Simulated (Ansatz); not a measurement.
**Te, omega (AlB2-type): how the functional moves the structure**

All rows: Ansatz, plane waves with scalar-relativistic PAW, 420 eV (500 eV for the SCAN forms), relaxed under each functional, no dispersion correction, no zero-point motion. B₀ comes from uniform scaling at fixed shape; a dash is a value not given.

```tsv
functional	V (Å³/atom)	cell	B₀ (GPa)	magnetic state	ΔE to trigonal tellurium (meV/atom)
PBE	29.06	a = 5.545 Å, c = 3.274 Å (c/a = 0.590)	53	spin not included	344
r²SCAN	29.70	a = 5.771 Å, c = 3.089 Å (c/a = 0.535)	54	spin not included	428
PBEsol	27.48	a = 5.420 Å, c = 3.240 Å (c/a = 0.598)	64	spin not included	271
LDA	27.06	a = 5.392 Å, c = 3.224 Å (c/a = 0.598)	66	spin not included	271
revPBE	29.60	a = 5.587 Å, c = 3.285 Å (c/a = 0.588)	49	spin not included	383
RPBE	29.85	a = 5.605 Å, c = 3.291 Å (c/a = 0.587)	48	spin not included	425
BLYP	33.32	a = 6.016 Å, c = 3.189 Å (c/a = 0.530)	-	spin not included	515
```

LDA gives the smallest volume and BLYP the largest.
